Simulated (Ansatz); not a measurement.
A substitution in CdS

Level of theory: DFT, r²SCAN, scalar-relativistic, spin polarisation where moments were expected; plane waves to 500 eV with PAW datasets (Ansatz 0.2.0), Gaussian smearing of 0.05 eV.

CdS was relaxed to zero pressure in the COD cell structure.

Symmetry: P6_3mc, No. 186, hexagonal system. The conventional cell has a = 4.165 Å, b = 4.165 Å, c = 6.763 Å, α = 90.00°, β = 90.00°, γ = 120.00°. Around Cd (site symmetry 3m) lie 4 S at 2.54 to 2.55 Å. S (site symmetry 3m) has 4 Cd at 2.54 to 2.55 Å as nearest neighbours. Neighbours are those within 15 % of a site's shortest distance, so a longer bond may be listed from one end only.

Results for CdS: a (Å) 4.165, c (Å) 6.763, V (Å³/atom) 25.40, shortest unlike bond (Å) 2.54, gap (eV) 1.63, E_f (eV/atom) -0.81.

**Question.** All Cd is replaced by Zn and the cell relaxed again in the same space group. What comes out?

**Answer.** ZnS: a (Å) 3.806, c (Å) 6.246, V (Å³/atom) 19.59, shortest unlike bond (Å) 2.33, gap (eV) 2.78, E_f (eV/atom) -0.98.

The volume changes by −22.9 %, or −8.3 % in mean length, and the shortest unlike bond by -0.21 Å. The formation energy moves by -0.17 eV/atom, so ZnS is the more strongly bound against its own elements.

The PAW datasets were made for PBE. The gaps are differences of one-electron levels. E_f is the formation energy from the elements run alike, at 0 K, without zero-point energy or dispersion between the molecules, chains or layers of the solid elements; it is good to about 0.01 eV/atom as a calculation.

All runs used the PAW datasets of the set soft_2.
